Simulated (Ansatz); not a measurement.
Before relaxation, (101) slab as cut from the bulk (BaTiO3, R3m (No. 160), (1 0 1) face):

```
CELL_PARAMETERS angstrom
4.05977 0.00000 0.00000
0.02152 4.05971 0.00000
0.00000 0.00000 25.21637
ATOMIC_POSITIONS crystal
O 0.50903 0.01965 0.29743
O 0.01965 0.50903 0.29743
Ti 0.47807 0.47807 0.30238
O 0.50645 0.50645 0.37621
Ba 0.98975 0.98975 0.38059
O 0.50376 0.01438 0.45842
O 0.01438 0.50376 0.45842
Ti 0.47280 0.47280 0.46338
O 0.50118 0.50118 0.53720
Ba 0.98447 0.98447 0.54158
O 0.49848 0.00911 0.61941
O 0.00911 0.49848 0.61941
Ti 0.46753 0.46753 0.62437
O 0.49590 0.49590 0.69820
Ba 0.97920 0.97920 0.70257
```

The calculation used DFT PBE, scalar-relativistic, plane waves, PAW (Ansatz 0.2.0). Settings: cutoff 420 eV, Γ-centred mesh 7×7×1 on the computed 15-atom cell, Gaussian smearing of 0.05 eV; no spin polarisation. The cell repeats along c with a dipole correction in the vacuum.

All atoms are free. The cell is fixed. Force threshold 0.02 eV/Å.

```tsv
step	E − E_final (eV)	largest force (eV/Å)
1	0.555	1.508
2	0.136	1.326
3	0.115	0.950
4	0.023	0.315
5	0.033	0.529
6	0.001	0.055
7	0.000	0.068
8	0.000	0.017
```

Problem. What is the final structure?

Solution.
```xyz
15
Lattice="4.0598 0.0000 0.0000 0.0215 4.0597 0.0000 0.0000 0.0000 25.2164" Properties=species:S:1:pos:R:3 pbc="T T T"
O     2.0739    0.1092    7.5917
O     0.1202    2.0733    7.5917
Ti    1.9209    1.9107    7.7181
O     2.0554    2.0445    9.5957
Ba    4.0295    4.0082    9.4870
O     2.0343    0.0552   11.6086
O     0.0660    2.0340   11.6086
Ti    1.9100    1.8999   11.6337
O     2.0488    2.0380   13.6007
Ba    4.0141    3.9929   13.5634
O     2.0249    0.0299   15.6443
O     0.0407    2.0247   15.6443
Ti    1.9269    1.9167   15.6656
O     2.0563    2.0454   17.5654
Ba    4.0013    3.9801   17.5024
```

Spin-orbit coupling is left out, which matters for the bands of heavy elements. Charge leaks into the vacuum, so work functions can be off.

Cost: 1 run of about 11 core-minutes, on Arm Neoverse V1 (shared hosts).